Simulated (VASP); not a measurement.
# LaH3 (Fm-3m) in VASP: single point with PBEsol

Aim: the single point of LaH3 with PBEsol.

Program: VASP 6.6.1. These are calculated values, not measurements. Logs are shortened: lines on timing, memory, paths and dates and some standing lists are left out, and cuts for length are marked.

### 1 The structure

Symmetry: Fm-3m, No. 225, cubic system. Conventional cell: a = 5.573 Å, b = 5.573 Å, c = 5.573 Å, α = 90.00°, β = 90.00°, γ = 90.00°. Around La (site symmetry m-3m) lie 8 H at 2.41 Å. Around H (site symmetry m-3m) lie 8 H at 2.41 Å. H (site symmetry -43m) has 4 La at 2.41 Å and 4 H at 2.41 Å as nearest neighbours.

The cell comes from a database or a generator and needn't be the stable form of this composition.

### 2 Single point, PBEsol

Contents of INCAR:

```
ALGO = Normal ; EDIFF = 1E-6
ENCUT = 520 ; GGA = PS
ISIF = 2 ; ISMEAR = -1
LASPH = True ; LCHARG = False
LREAL = False ; LWAVE = False
NBANDS = 15 ; NELM = 100
PREC = Accurate ; SIGMA = 0.08
```

Contents of KPOINTS:

```
k-points
0
Gamma
  13 13 13
```

Contents of POSCAR:

```
LaH3
1.0
    0.0000000000      2.7864794500      2.7864794500
    2.7864794500      0.0000000000      2.7864794500
    2.7864794500      2.7864794500      0.0000000000
La H
1 3
Direct
    0.0000000000      0.0000000000      0.0000000000
    0.5000000000      0.5000000000      0.5000000000
    0.7500000000      0.7500000000      0.7500000000
    0.2500000000      0.2500000000      0.2500000000
```

Potentials or basis: VASP PAW PBE potentials, release 64 (La, H).

Run with:

```
> cat potpaw_PBE.64/La/POTCAR potpaw_PBE.64/H/POTCAR > POTCAR
> mpirun -np 1 vasp_std > vasp.out
```

OUTCAR:

```text
EDIFF = 1E-6
   ENCUT = 520
   GGA = PS
   ISIF = 2
   ISMEAR = -1
   LASPH = True
   LREAL = False
   NELM = 100
   PREC = Accurate

 ion  position               nearest neighbor table
   1  0.000  0.000  0.000-
   2  0.500  0.500  0.500-
   3  0.750  0.750  0.750-
   4  0.250  0.250  0.250-

  LATTYP: Found a face centered cubic cell.
 ALAT       =     5.5729589000

  Lattice vectors:

 A1 = (   0.0000000000,   2.7864794500,   2.7864794500)
 A2 = (   2.7864794500,   0.0000000000,   2.7864794500)
 A3 = (   2.7864794500,   2.7864794500,   0.0000000000)

Analysis of symmetry for initial positions (statically):
=====================================================================
 Subroutine PRICEL returns:
 Original cell was already a primitive cell.

 Routine SETGRP: Setting up the symmetry group for a
 face centered cubic supercell.

 Subroutine GETGRP returns: Found 48 space group operations
 (whereof 48 operations were pure point group operations)
 out of a pool of 48 trial point group operations.

The static configuration has the point symmetry O_h .

Analysis of symmetry for dynamics (positions and initial velocities):
=====================================================================
 Subroutine PRICEL returns:
 Original cell was already a primitive cell.

 Routine SETGRP: Setting up the symmetry group for a
 face centered cubic supercell.

 Subroutine GETGRP returns: Found 48 space group operations
 (whereof 48 operations were pure point group operations)
 out of a pool of 48 trial point group operations.

The dynamic configuration has the point symmetry O_h .

 Subroutine INISYM returns: Found 48 space group operations
 (whereof 48 operations are pure point group operations),
 and found     1 'primitive' translations

----------------------------------------------------------------------------------------

                                     Primitive cell

  volume of cell :      43.2711

  direct lattice vectors                    reciprocal lattice vectors
     0.000000000  2.786479450  2.786479450    -0.179437892  0.179437892  0.179437892
     2.786479450  0.000000000  2.786479450     0.179437892 -0.179437892  0.179437892
     2.786479450  2.786479450  0.000000000     0.179437892  0.179437892 -0.179437892

  length of vectors
     3.940677029  3.940677029  3.940677029     0.310795547  0.310795547  0.310795547

  position of ions in fractional coordinates (direct lattice)
     0.000000000  0.000000000  0.000000000
     0.500000000  0.500000000  0.500000000
     0.750000000  0.750000000  0.750000000
     0.250000000  0.250000000  0.250000000

  ion indices of the primitive-cell ions
   primitive index   ion index
                 1           1
                 2           2
                 3           3
                 4           4

----------------------------------------------------------------------------------------

 KPOINTS: k-points

Automatic generation of k-mesh.
 Grid dimensions read from file:
 generate k-points for:   13   13   13

 Generating k-lattice:

  Cartesian coordinates                     Fractional coordinates (reciprocal lattice)
    -0.013802915  0.013802915  0.013802915     0.076923077  0.000000000  0.000000000
     0.013802915 -0.013802915  0.013802915     0.000000000  0.076923077  0.000000000
     0.013802915  0.013802915 -0.013802915     0.000000000  0.000000000  0.076923077

  Length of vectors
     0.023907350  0.023907350  0.023907350

  Shift w.r.t. Gamma in fractional coordinates (k-lattice)
     0.000000000  0.000000000  0.000000000

 Subroutine IBZKPT returns following result:
 ===========================================

 Found     84 irreducible k-points:

 Following reciprocal coordinates:
            Coordinates               Weight
  0.000000  0.000000  0.000000      1.000000
  0.076923  0.000000  0.000000      8.000000
  0.153846  0.000000  0.000000      8.000000
  0.230769  0.000000  0.000000      8.000000
  0.307692  0.000000  0.000000      8.000000
  0.384615  0.000000  0.000000      8.000000
[... 16 lines left out ...]
  0.384615  0.153846  0.000000     24.000000
  0.461538  0.153846  0.000000     24.000000
 [... further k-points ...]
   k-points           NKPTS =     84   k-points in BZ     NKDIM =     84   number of bands    NBANDS=     15
   number of dos      NEDOS =    301   number of ions     NIONS =      4
   total plane-waves  NPLWV =  27000
   dimension x,y,z NGX =    30 NGY =   30 NGZ =   30
   dimension x,y,z NGXF=    60 NGYF=   60 NGZF=   60
   ions per type =               1   3
   NGX,Y,Z   is equivalent  to a cutoff of  12.66, 12.66, 12.66 a.u.
   NGXF,Y,Z  is equivalent  to a cutoff of  25.31, 25.31, 25.31 a.u.
 SYSTEM =  unknown system
   PREC   = accura    normal or accurate (medium, high low for compatibility)
   ISTART =      0    job   : 0-new  1-cont  2-samecut
   ICHARG =      2    charge: 1-file 2-atom 10-const
   ISPIN  =      1    spin polarized calculation?
   LNONCOLLINEAR =      F non collinear calculations
   LSORBIT =      F    spin-orbit coupling
   LASPH  =      T    aspherical Exc in radial PAW
   ENCUT  =  520.0 eV  38.22 Ry    6.18 a.u.   7.33  7.33  7.33*2*pi/ulx,y,z
   NELM   =    100;   NELMIN=  2; NELMDL= -5     # of ELM steps
   EDIFF  = 0.1E-05   stopping-criterion for ELM
   LREAL  =      F    real-space projection
   EDIFFG = 0.1E-04   stopping-criterion for IOM
   NSW    =      0    number of steps for IOM
   IBRION =     -1    ionic relax: 0-MD 1-quasi-New 2-CG
   NFREE  =      0    steps in history (QN), initial steepest desc. (CG)
   ISIF   =      2    stress and relaxation
   ISYM   =      2    0-nonsym 1-usesym 2-fastsym
   POTIM  = 0.5000    time-step for ionic-motion
   TEBEG  =    0.0;   TEEND  =   0.0 temperature during run
   PSTRESS=    0.0 pullay stress
   NELECT =      14.0000    total number of electrons
   NUPDOWN=      -1.0000    fix difference up-down
   EMIN   =  10.00;   EMAX   =-10.00  energy-range for DOS
   EFERMI =   0.00;   METHOD = LEGACY
   ISMEAR =    -1;   SIGMA  =   0.08  broadening in eV -4-tet -1-fermi 0-gaus
   EFERMI_NEDOS =   21; number of points for ismear=-14 and -15
   IALGO  =     38    algorithm
   IMIX   =      4    mixing-type and parameters
     AMIX     =   0.40;   BMIX     =  1.00
     AMIX_MAG =   1.60;   BMIX_MAG =  1.00
  volume/ion in A,a.u.               =      10.82        73.00
  Fermi-wavevector in a.u.,A,eV,Ry     =   1.123876  2.123817 17.185477  1.263097
  Thomas-Fermi vector in A             =   2.260545
   LORBIT       =      0    0 simple, 1 ext, 2 COOP (PROOUT), +10 PAW based schemes
   GGA     = PS    functional components
   LHFCALC =     F    Hartree Fock is set to
   AEXX    =    0.0000 exact exchange contribution
   IVDW    =     0    specifies the selected vdW correction
   LEPSILON=     F    determine dielectric tensor
   LRPA    =     F    only Hartree local field effects (RPA)
 non-spin polarized calculation
  energy-cutoff  :      520.00
  volume of cell :       43.27
 maximum number of plane-waves:      1211
 NGX is ok and might be reduce to    30
   NGX = 15   NGY = 15   NGZ = 15

 number of electron      13.9999998 magnetization

 Free energy of the ion-electron system (eV)
  ---------------------------------------------------
  ext. energy  EPLUGINS =         0.00000000
  ---------------------------------------------------
  free energy    TOTEN  =       -17.69289053 eV

  energy without entropy =      -17.68897610  energy(sigma->0) =      -17.69093332

 E-fermi :   7.6354     XC(G=0): -10.1900

 val. band max:        7.2453483622   @ k =  -0.0769   0.0769   0.0000
 cond. band min:       7.6486996771   @ k =   0.0769   0.0769   0.0000
 fundamental gap:      0.4033513149
 Fermi energy:         7.6353688010

 k-point     1 :       0.0000    0.0000    0.0000
  band No.  band energies     occupation
      1     -25.6952      2.00000
      2      -8.9321      2.00000
      3      -8.9321      2.00000
      4      -8.9321      2.00000
      5      -0.4106      2.00000
      6       4.7142      2.00000
      7       7.9055      0.06605
      8       7.9055      0.06605
      9       7.9055      0.06605
     10       8.1632      0.00272
     11       8.9497      0.00000
     12       8.9497      0.00000
     13       8.9497      0.00000
     14       9.5613      0.00000
     15       9.5613      0.00000

 k-point     2 :       0.0769    0.0000    0.0000
  band No.  band energies     occupation
      1     -25.6880      2.00000
      2      -9.0114      2.00000
      3      -8.9396      2.00000
      4      -8.9396      2.00000
      5      -0.2594      2.00000
      6       4.4845      2.00000
      7       7.7439      0.40949
      8       7.9535      0.03682
      9       7.9535      0.03682
     10       8.2337      0.00113
     11       8.9334      0.00000
     12       8.9334      0.00000
     13       9.2308      0.00000
     14       9.5571      0.00000
     15       9.5574      0.00000
[... 365 lines left out ...]
      3      -9.1477      2.00000
      4      -9.1069      2.00000
      5       1.7422      2.00000
      6       3.1259      2.00000
      7       4.9100      2.00000
      8       8.3017      0.00048
      9       8.8165      0.00000
     10       8.8408      0.00000
     11       9.0958      0.00000
     12       9.3700      0.00000
     13       9.3837      0.00000
     14       9.5222      0.00000
     15       9.7461      0.00000

 k-point    24 :       0.4615    0.1538    0.0000
  band No.  band energies     occupation
      1     -25.5637      2.00000
      2      -9.9681      2.00000
      3      -9.2049      2.00000
      4      -9.1141      2.00000
      5       1.9693      2.00000
      6       3.2736      2.00000
      7       4.6276      2.00000
      8       8.1912      0.00192
      9       8.7738      0.00000
     10       8.8859      0.00000
     11       9.0747      0.00000
     12       9.4116      0.00000
     13       9.4131      0.00000
     14       9.4775      0.00000
     15       9.7037      0.00000

 [... further k-points ...]

------------------------ aborting loop because EDIFF is reached ----------------------------------------

  FORCE on cell =-STRESS in cart. coord.  units (eV):
  Direction    XX          YY          ZZ          XY          YZ          ZX
  --------------------------------------------------------------------------------------
  -------------------------------------------------------------------------------------
  Total       -0.8856719     -0.8856719     -0.8856719      0.0000000      0.0000000      0.0000000
  in kB      -32.7933592    -32.7933592    -32.7933592      0.0000000      0.0000000      0.0000000
  external PRESSURE =     -32.7933592 kB  Pullay stress =       0.0000000 kB

 VOLUME and BASIS-vectors are now :
 -----------------------------------------------------------------------------
  energy-cutoff  :      520.00
  volume of cell :       43.27
      direct lattice vectors                 reciprocal lattice vectors
     0.000000000  2.786479450  2.786479450    -0.179437892  0.179437892  0.179437892
     2.786479450  0.000000000  2.786479450     0.179437892 -0.179437892  0.179437892
     2.786479450  2.786479450  0.000000000     0.179437892  0.179437892 -0.179437892

 POSITION                                       TOTAL-FORCE (eV/Angst)
 -----------------------------------------------------------------------------------
      0.00000      0.00000      0.00000         0.000000      0.000000     -0.000000
      2.78648      2.78648      2.78648         0.000000      0.000000     -0.000000
      4.17972      4.17972      4.17972        -0.000000     -0.000000     -0.000000
      1.39324      1.39324      1.39324        -0.000000     -0.000000      0.000000
 -----------------------------------------------------------------------------------
    total drift:                                0.000000     -0.000000     -0.000000

  FREE ENERGIE OF THE ION-ELECTRON SYSTEM (eV)
  ---------------------------------------------------
  free  energy   TOTEN  =       -17.6928905345 eV

  energy  without entropy=      -17.6889760980  energy(sigma->0) =      -17.69093332
```

Wall time 35 s (1 thread of Intel Xeon Platinum 8559C (Emerald Rapids), shared host); peak memory 0.22 GiB.

What came out:

| Property | Result |
| --- | --- |
| Free energy | -17.6929 eV |
| Pressure | -3.3 GPa |
| Band gap on the k mesh | none (metal or under the smearing width) |

Levels at points of the mesh, in eV from the Fermi level:
| k point | band 5 | band 6 | band 7 | band 8 | band 9 | band 10 |
| --- | --- | --- | --- | --- | --- | --- |
| (0.00, 0.00, 0.00) | -8.05 | -2.92 | 0.27 | 0.27 | 0.27 | 0.53 |

Caveat: the PAW data sets were made with another functional, which shifts forces and pressure a little.
